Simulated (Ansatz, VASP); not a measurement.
# MoS: VASP beside Ansatz

```
Mo S
1.0
     2.92912    0.00000    0.00000
     0.00000    2.92912    0.00000
     0.00000    0.00000    2.92912
Mo S
1 1
Direct
  0.00000 0.00000 0.00000
  0.50000 0.50000 0.50000
```

Alike in both runs: task single point; functional PBEsol; k mesh 10 × 10 × 10; occupations gaussian, width 0.05 eV; collinear spin.

|  | VASP | Ansatz |
| --- | --- | --- |
| version | VASP 6.6.1 | Ansatz 0.2.0 |
| potentials or method | VASP PAW PBE potentials, release 64 (Mo_sv, S) | scalar-relativistic, plane waves, PAW |
| plane-wave cutoff (eV) | 520 | 420 |
| valence electrons in the cell | 20 | 20 |

Ansatz gave:

| Property | Result |
| --- | --- |
| gap on the k mesh at the Fermi level (eV) | none |
| pressure (GPa) | 10.7 |
| net moment per atom (μB) | 0.00 |

**Question.** What did VASP give for the same quantities?

**Answer.** gap on the k mesh at the Fermi level (eV): none; pressure (GPa): 11.2; net moment per atom (μB): 0.00.

A gap of «none» marks a metal or a gap that the smearing closes. With one functional, cell and mesh, what is left measures potentials, basis and numerics. Ansatz warned: «seeded_moment_not_kept».

Caveats: the PAW data sets were made with another functional, which shifts forces and pressure a little (VASP).
